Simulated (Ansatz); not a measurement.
## Ag under changes of volume

One of the cells (17.806 Å³/atom); the others are scaled copies at fixed shape and fractional positions:

```
Ag
1.0
     2.93000    0.00000    0.00000
    -1.46500    2.53745    0.00000
     0.00000    0.00000    4.79000
Ag
2
Direct
  0.66667 0.33333 0.75000
  0.33333 0.66667 0.25000
```

This isn't the form of Ag at room conditions, which is fcc.

| Quantity | Value |
| --- | --- |
| Program | Ansatz 0.2.0 |
| Functional | HSE06 |
| Potentials or basis | Ansatz PAW |
| Cutoff | 420 eV (not typed: the program's choice for these potentials) |
| k mesh | 6 × 6 × 4 |
| Occupations | fermi-dirac, width 0.05 eV |
| Spin | no spin polarisation |

```tsv
volume (Å³/atom)	energy over the lowest point (meV/atom)	pressure (GPa)
16.738	?	?
17.094	10.79	4.5
17.450	3.15	2.4
17.806	0.00	0.5
18.162	0.68	-1.1
18.518	4.74	-2.6
18.875	11.64	-3.8
```

Q: What does the run at 16.738 Å³/atom give?

A: Energy over the lowest point 23.62 meV/atom; pressure 7.0 GPa.

Worked out: A Birch-Murnaghan fit of order 3 (a polynomial in V^(-2/3)) to the other rows has its minimum at 17.91 Å³/atom with B0 = V·E''(V) = 84 GPa and B' = 6.5 at fixed shape and positions, which overstates the stiffness. It gives 23.61 meV/atom at 16.738 Å³/atom, against the run's 23.62, and -dE/dV = 7.1 GPa, against 7.0.

Energies are extrapolated to zero smearing.

Caveats: all runs use coarse meshes; the PAW data sets come from PBE, with cores solved anew for the run's functional, which leaves a small shift of forces and pressure; the thresholds are loose for stress.
